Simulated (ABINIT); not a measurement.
# Mo (Im-3m) in ABINIT: further runs

One crystal, Mo, is run at these levels: BLYP, AM05, r2SCAN; tasks: single point.

Program: ABINIT 10.8.3 (patched build). These are calculated values, not measurements. Logs are shortened: lines on timing, memory, paths and dates and some standing lists are left out, and cuts for length are marked. The log counts tension as positive stress, the text compression.

## (1) The structure

It takes space group Im-3m (No. 229, cubic). The conventional cell has a = 3.168 Å, b = 3.168 Å, c = 3.168 Å, α = 90.00°, β = 90.00°, γ = 90.00°. Around Mo (site symmetry m-3m) lie 8 Mo at 2.74 Å.

## (2) Single point, BLYP

Input file run.abi:

```
# Pseudopotentials
pp_dirpath "./"
pseudos "Mo.GGA_PBE-JTH.xml"

# Structure
acell 3*1.0
rprim
    -2.9929651906     2.9929651906     2.9929651906
     2.9929651906    -2.9929651906     2.9929651906
     2.9929651906     2.9929651906    -2.9929651906
ntypat 1
znucl 42
natom 1
typat 1
xred
     0.0000000000     0.0000000000     0.0000000000

# Plane-wave basis
ecut 18.0
pawecutdg 36.0
pawxcdev 0

# k points
kptopt 1
ngkpt 12 12 12
nshiftk 1
shiftk 0.0 0.0 0.0

# Exchange and correlation
ixc -106131

# Bands and occupations
nband 11
occopt 3
tsmear 0.05 eV

# SCF cycle
nstep 100
tolvrs 1.0e-9

# Output
iomode 3
prtwf 0
prtden 0
prteig 0
prtebands 0
enunit 2
```

Potentials or basis: JTH PAW PBE v2.0.

Run with:

```bash
abinit run.abi > log 2>&1
```

run.abo:

```text
.Version 10.8.3 of ABINIT
 Symmetries : space group Im -3 m (#229); Bravais cI (body-center cubic)
================================================================================
 Values of the parameters that define the memory need of the present run
     intxc =       0    ionmov =       0      iscf =      17    lmnmax =      18
     lnmax =       6     mgfft =      20  mpssoang =       3    mqgrid =    3001
     natom =       1  nloc_mem =       2    nspden =       1   nspinor =       1
    nsppol =       1      nsym =      48    n1xccc =       1    ntypat =       1
    occopt =       3   xclevel =       2
       mpw =         402          nfft =        8000          nkpt =          72
 PAW method is used; the additional fine FFT grid is defined by:
   mgfftf=        30    nfftf =     27000
================================================================================
================================================================================

--------------------------------------------------------------------------------
------------- Echo of variables that govern the present computation ------------
--------------------------------------------------------------------------------
 -outvars: echo values of preprocessed input variables --------
            acell      1.0000000000E+00  1.0000000000E+00  1.0000000000E+00 Bohr
              amu      9.59400000E+01
             ecut      1.80000000E+01 Hartree
           enunit           2
                       outvar_i_n : Printing only first  50 k-points.
              ixc     -106131
                       outvar_i_n : Printing only first  50 k-points.
         kptrlatt       12    0    0      0   12    0      0    0   12
          kptrlen      6.22076133E+01
            natom           1
            nband          11
            ngfft          20      20      20
          ngfftdg          30      30      30
             nkpt          72
            nstep         100
             nsym          48
           ntypat           1
                       prtocc : prtvol=0, do not print more k-points.
           occopt           3
        pawecutdg      3.60000000E+01 Hartree
         pawxcdev           0
           prtden           0
        prtebands           0
           prteig           0
            prtwf           0
            rprim     -2.9929651906E+00  2.9929651906E+00  2.9929651906E+00
                       2.9929651906E+00 -2.9929651906E+00  2.9929651906E+00
                       2.9929651906E+00  2.9929651906E+00 -2.9929651906E+00
          spgroup         229
           tolvrs      1.00000000E-09
           tsmear      1.83746611E-03 Hartree
            typat      1
           useylm           1
                       outvars : Printing only first  50 k-points.
            znucl       42.00000

================================================================================

 chkinp: Checking input parameters for consistency.

================================================================================
== DATASET  1 ==================================================================

--- !DatasetInfo
iteration_state: {dtset: 1, }
[... 104 lines left out ...]
    1      0.00000000000000     0.00000000000000     0.00000000000000

 cartesian forces (hartree/bohr) at end:
    1     -0.00000000000000    -0.00000000000000    -0.00000000000000
 frms,max,avg= 0.0000000E+00 0.0000000E+00   0.000E+00  0.000E+00  0.000E+00 h/b

 cartesian forces (eV/Angstrom) at end:
    1     -0.00000000000000    -0.00000000000000    -0.00000000000000
 frms,max,avg= 0.0000000E+00 0.0000000E+00   0.000E+00  0.000E+00  0.000E+00 e/A
 length scales=  1.000000000000  1.000000000000  1.000000000000 bohr
              =  0.529177210544  0.529177210544  0.529177210544 angstroms
 Fermi (or HOMO) energy (hartree) =   0.51105   Average Vxc (hartree)=  -0.43947
 Eigenvalues (hartree) for nkpt=  72  k points:
 kpt#   1, nband= 11, wtk=  0.00058, kpt=  0.0000  0.0000  0.0000 (reduced coord)
  -1.74170   -0.76040   -0.76040   -0.76040    0.25477    0.46147    0.46147    0.46147
   0.57139    0.57139    1.07099
      occupation numbers for kpt#   1
   2.00000    2.00000    2.00000    2.00000    2.00000    2.00000    2.00000    2.00000
   0.00000    0.00000    0.00000
 prteigrs : prtvol=0 or 1, do not print more k-points.

 Fermi (or HOMO) energy (eV) =  13.90630   Average Vxc (eV)= -11.95859
 Eigenvalues (   eV  ) for nkpt=  72  k points:
 kpt#   1, nband= 11, wtk=  0.00058, kpt=  0.0000  0.0000  0.0000 (reduced coord)
 -47.39396  -20.69163  -20.69163  -20.69163    6.93251   12.55736   12.55736   12.55736
  15.54845   15.54845   29.14308
 prteigrs : prtvol=0 or 1, do not print more k-points.

--- !EnergyTerms
iteration_state     : {dtset: 1, }
comment             : Components of total free energy in Hartree
kinetic             :  9.67648253216035E+00
hartree             :  1.04111785526083E+01
xc                  : -3.74893370881911E+00
Ewald energy        : -5.95805255557276E+01
psp_core            :  3.61705185333729E+00
local_psp           : -3.76470642978549E+01
PAW spherical_terms :  8.48471136545445E+00
internal            : -6.87870992588412E+01
'-kT*entropy'       : -9.17981064532271E-05
total_energy        : -6.87871910569477E+01
total_energy_eV     : -1.87179482462669E+03
...

--- !EnergyTermsDC
iteration_state     : {dtset: 1, }
comment             : '"Double-counting" decomposition of free energy'
band_energy         : -5.69785908208729E+00
Ewald energy        : -5.95805255557276E+01
psp_core            :  3.61705185333729E+00
xc_dc               : -9.26173255149779E+00
PAW spherical_terms :  2.13596348965421E+00
internal            : -6.87871018463212E+01
'-kT*entropy'       : -9.17981064532271E-05
total_energy_dc     : -6.87871936444277E+01
total_energy_dc_eV  : -1.87179489503561E+03
...

--- !EnergyTermsWithPAWCore
iteration_state     : {dtset: 1, }
comment             : 'Components of total free energy, including PAW core contributions'
Total energy        : -4.04949654247440E+03
Total energy DC     : -4.04949654506188E+03
Total energy (eV)   : -1.10192414519035E+05
Total energy DC (eV): -1.10192414589444E+05
...

 Cartesian components of stress tensor (hartree/bohr^3)
  sigma(1 1)= -2.90109890E-04  sigma(3 2)=  0.00000000E+00
  sigma(2 2)= -2.90109890E-04  sigma(3 1)=  0.00000000E+00
  sigma(3 3)= -2.90109890E-04  sigma(2 1)=  0.00000000E+00

-Cartesian components of stress tensor (GPa)         [Pressure=  8.5353E+00 GPa]
- sigma(1 1)= -8.53532766E+00  sigma(3 2)=  0.00000000E+00
- sigma(2 2)= -8.53532766E+00  sigma(3 1)=  0.00000000E+00
- sigma(3 3)= -8.53532766E+00  sigma(2 1)=  0.00000000E+00

== END DATASET(S) ==============================================================
================================================================================

 -outvars: echo values of variables after computation  --------
            acell      1.0000000000E+00  1.0000000000E+00  1.0000000000E+00 Bohr
           etotal     -6.8787193644E+01
            fcart     -0.0000000000E+00 -0.0000000000E+00 -0.0000000000E+00
            rprim     -2.9929651906E+00  2.9929651906E+00  2.9929651906E+00
                       2.9929651906E+00 -2.9929651906E+00  2.9929651906E+00
                       2.9929651906E+00  2.9929651906E+00 -2.9929651906E+00
           strten     -2.9010989043E-04 -2.9010989043E-04 -2.9010989043E-04
                       0.0000000000E+00  0.0000000000E+00  0.0000000000E+00
 Calculation completed.
```

Wall time 8.1 s (1 thread of Arm Neoverse V2, shared host); peak memory 0.09 GiB.

Results:

| Item | Value |
| --- | --- |
| Free energy | -1871.7949 eV |
| Pressure | 8.5 GPa |
| Band gap on the k mesh | none (metal or under the smearing width) |
| Valence electrons inside the program's atomic spheres | Mo 11.30 (radii [1.1681] Å) |

Caveat: the PAW data sets were made with another functional, which shifts forces and pressure a little.

## (3) Single point, AM05

Edit run.abi of step 2 so:

```diff
@@ -29,3 +29,3 @@
 # Exchange and correlation
-ixc -106131
+ixc -120135
```

Potentials or basis: JTH PAW PBE v2.0.

Run with:

```bash
abinit run.abi > log 2>&1
```

It took 8.2 s on 1 thread of Arm Neoverse V2, shared host; peak memory 0.09 GiB.

Results (log left out):

```
Free energy                                           : -1872.5847 eV
Pressure                                              : -10.3 GPa
Band gap on the k mesh                                : none (metal or under the smearing width)
Valence electrons inside the program's atomic spheres : Mo 11.24 (radii [1.1681] Å)
```

Levels at points of the mesh, in eV from the Fermi level:
| k point | band 5 | band 6 | band 7 | band 8 | band 9 | band 10 |
| --- | --- | --- | --- | --- | --- | --- |
| (0.00, 0.00, 0.00) | -7.19 | -1.26 | -1.26 | -1.26 | 1.67 | 1.67 |
| (0.50, 0.00, 0.00) | -5.19 | -3.26 | 1.54 | 1.71 | 2.32 | 4.73 |
| (0.50, 0.50, 0.50) | -5.28 | -5.28 | 3.98 | 3.98 | 3.98 | 8.96 |

Caveat: the PAW data sets were made with another functional, which shifts forces and pressure a little.

## (4) Single point, r2SCAN

Edit run.abi of step 3 so:

```diff
@@ -20,3 +20,2 @@
 pawecutdg 36.0
-pawxcdev 0
 
@@ -29,3 +28,5 @@
 # Exchange and correlation
-ixc -120135
+ixc -497498
+usekden 1
+pawxcdev 0
 
@@ -38,3 +39,3 @@
 nstep 100
-tolvrs 1.0e-9
+tolvrs 1.0e-7
```

Run with:

```bash
abinit run.abi > log 2>&1
```

Wall time 21 s (1 thread of Arm Neoverse V2, shared host); peak memory 0.1 GiB.

It converged, with:

* Free energy: -1482.7018 eV
* Pressure: -3.3 GPa
* Band gap on the k mesh: none (metal or under the smearing width)
* Valence electrons inside the program's atomic spheres: Mo 11.25 (radii [1.1681] Å)

Levels at points of the mesh, in eV from the Fermi level:
```tsv
k point	band 5	band 6	band 7	band 8	band 9	band 10
(0.00, 0.00, 0.00)	-7.58	-1.38	-1.38	-1.38	1.89	1.89
(0.50, 0.00, 0.00)	-5.46	-3.49	1.53	1.86	2.54	4.82
(0.50, 0.50, 0.50)	-5.48	-5.48	4.05	4.05	4.05	9.40
```

Caveat: totals of a meta-GGA on PAW files have another zero than those of a GGA; the PAW data sets were made with another functional, which shifts forces and pressure a little.

## (5) Summary

| level | gap on the mesh (eV) | pressure (GPa) |
| --- | --- | --- |
| BLYP | none | 8.5 |
| AM05 | none | -10.3 |
| r2SCAN | none | -3.3 |

Alike in all rows: task single point; potentials or basis JTH PAW PBE v2.0; no spin polarisation; cell as given; k mesh 12 × 12 × 12; cutoff (eV) 490; smearing fermi-dirac 0.05 eV.

Every run on the cell as given and a fine mesh finds a metal. The pressure there spans -10.3 GPa (AM05) to 8.5 GPa (BLYP); a positive pressure means that this level wants a larger cell, a negative one a smaller.

Caveats: the PAW data sets were made with another functional, which shifts forces and pressure a little; totals of a meta-GGA on PAW files have another zero than those of a GGA (some runs).

Absolute energies hang on the potentials; compare differences alone.
